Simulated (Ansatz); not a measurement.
## H started in the widest void in cubic perovskite BaTiO3, 41 atoms, charge +1

All numbers come from Ansatz (PAW, plane waves, no spin–orbit coupling) at the single k point (¼, ¼, ¼) without its symmetry partners. The atoms were relaxed with PBEsol in a fixed cell; other functionals are single points on those atoms unless said otherwise. The valence top and gap of the host come from its small cell on a dense mesh, with the band extrema sought between the mesh points, lined up by the mean potential, PBEsol gap 1.81 eV, r²SCAN gap 2.22 eV. The charge correction uses an assumed dielectric constant of 300.

Cell: a = 7.940 Å, b = 7.940 Å, c = 7.940 Å, α = 90.00°, β = 90.00°, γ = 90.00°.

Nearest atoms after relaxation, from the placed atom (for vacancies from the middle of the vacant sites): O at 0.99 Å, O at 1.87 Å, Ti at 2.14 Å, Ba at 2.37 Å, Ba at 2.40 Å, O at 2.42 Å, Ti at 2.56 Å, O at 2.78 Å.

Chemical potentials μ are those of reference phases of the elements at zero temperature by the same functional (the usual solids, diamond for C, grey Sn, and the molecules H2, N2, O2, F2, Cl2, Br2 and S8).

| functional | E(defect) − E(host) − Σ nμ + q·E_VBM (eV) | monopole (eV) | alignment (eV) | formation energy at E_F = VBM (eV) | moment (μB) | wall time, shared host |
| --- | --- | --- | --- | --- | --- | --- |
| PBEsol | -1.33 | 0.01 | -0.04 | -1.36 | 0 (no spin) | 110 s on 8 threads of EPYC 7R13 (relaxation) |
| r²SCAN | -1.34 | 0.01 | -0.04 | -1.37 | 0 (no spin) | 21 s on 8 threads of EPYC 7R13 |

Task: How does the monopole term follow by hand for this cubic cell?

Result: q²·α·e²/(4πε₀)/(2εL) with the Madelung constant α = 2.837 and e²/4πε₀ = 14.40 eV·Å: 1 × 2.837 × 14.40 / (2 × 300 × 7.940) = 0.01 eV.

r²SCAN one-electron levels near the gap (the ten most localised at most), from the host's valence top, not corrected for the charge's images:

```
level (eV)  spin  filling  atoms sharing it  element of the atom with most weight
     -0.25  both     2.00              15.3                                spread
     -0.20  both     2.00              21.3                                spread
     -0.15  both     2.00              15.8                                spread
     -0.14  both     2.00              16.0                                spread
```

All elements are taken at their own reference at once; growth conditions in equilibrium with the host shift these energies, by up to the host's formation enthalpy.

The ideal cubic host may itself distort, and that gain is in these energies.

One k point and a cell of this size can leave errors of several tenths of an eV in such numbers.
